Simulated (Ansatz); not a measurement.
# SnTe: the band gap up the ladder of functionals

The task here is to estimate one member of a computed series from the others.

The runs shown are made with Ansatz 0.2.0. PAW datasets, plane waves. Note: simulated data, non-magnetic, for a generated structure that need not be the stable one.

## The structure to begin with

The cell was relaxed beforehand with r2SCAN.

Space group R3m (No. 160), trigonal; a = 4.490 Å, c = 11.378 Å in the conventional setting, 33.11 Å³ an atom. Around Sn lie 6 Te at 3.05–3.39 Å; around Te lie 6 Sn at 3.05–3.39 Å.

Structure file:

```cif
data_structure
_symmetry_space_group_name_H-M 'R3m:H'
_symmetry_Int_Tables_number 160
_cell_length_a 4.4899
_cell_length_b 4.4899
_cell_length_c 11.3776
_cell_angle_alpha 90.000
_cell_angle_beta 90.000
_cell_angle_gamma 120.000
_cell_volume 198.64
loop_
_atom_site_label
_atom_site_type_symbol
_atom_site_symmetry_multiplicity
_atom_site_Wyckoff_symbol
_atom_site_fract_x
_atom_site_fract_y
_atom_site_fract_z
_atom_site_occupancy
Sn1 Sn 3 a 0.00000 0.00000 0.00204 1
Te1 Te 3 a 0.33333 0.66667 0.14363 1
```

The first run:

Contents of input.yaml:

```yaml
crystal:
  lattice:
    - [2.2449600339, 1.2961282799, 3.792533351]
    - [-2.2449600339, 1.2961282799, 3.792533351]
    - [0.0, -2.5922565598, 3.792533351]
  atoms:
    - { symbol: Sn, position: [0.9979649091, 0.9979649091, 0.9979649091] }
    - { symbol: Te, position: [0.5230350909, 0.5230350909, 0.5230350909] }
kpoints:
  mp_grid: { grid: [8, 8, 8] }
  band_path:
    path:
      - [[0.0, 0.0, 0.0], [-0.5, -0.5, -0.5], [-0.5, -0.244532313686, -0.755467686314]]
      - [[-0.244532313686, 0.244532313686, -0.5], [-8.681299826273e-18, -7.936029274768e-17, -0.5], [0.0, 0.0, 0.0], [-4.181420213799e-17, 0.372266156843, -0.372266156843]]
      - [[-0.372266156843, -1.174647117035e-16, -0.627733843157], [-0.5, -3.964628331392e-17, -0.5], [0.0, 0.0, 0.0]]
    npoints: 10
hamiltonian:
  xc: pbe
scf:
  occupations: { method: fermi_dirac, width: 0.02 }
  n_extra_bands: 4
output:
  forces: true
  stress: true
  eigenvalues: true
```

Launch:

```sh
ansatz run input.yaml --threads 2 --pin off --max-ram 29491MiB --backend cpu --events-out ev --progress --plain --runs-dir out
```

Steps of the session up to this table: PBE bands along the symmetry lines; Single point with r2SCAN; Single point with HSE06; Single point with PBE+SOC; One-shot GW from PBE; PBE0 at the same geometry.

One of the session's tables, all rows but one given; the rest of the session is left out.

```
                     level  gap (eV)
                       PBE      0.35
                    r2SCAN      0.44
                     HSE06      0.55
                   PBE+SOC      0.22
G0W0@PBE (197 empty bands)         ?
                      PBE0      1.05
```

Estimate the missing values for G0W0@PBE (197 empty bands).

The run gave: gap (eV): 0.40. In the column «gap (eV)» it lies between PBE (0.35) and r2SCAN (0.44).

Meshes: PBE 8×8×8, r2SCAN 8×8×8, HSE06 6×6×6, PBE+SOC 8×8×8, PBE0 6×6×6

The gap runs from 0.22 eV (PBE+SOC) to 1.05 eV (PBE0). Against G0W0@PBE, PBE is short by 0.05 eV, at 87 % of it, and r2SCAN 111 %. PBE0 lies 0.50 eV above HSE06, which differs from it by screening the long-range exchange. The G0W0 figures hold for the stated bands, cutoff and mesh and aren't extrapolated.

Limits of these values: Warnings in the runs' records: stress exchange threshold loose, stress scf threshold loose.
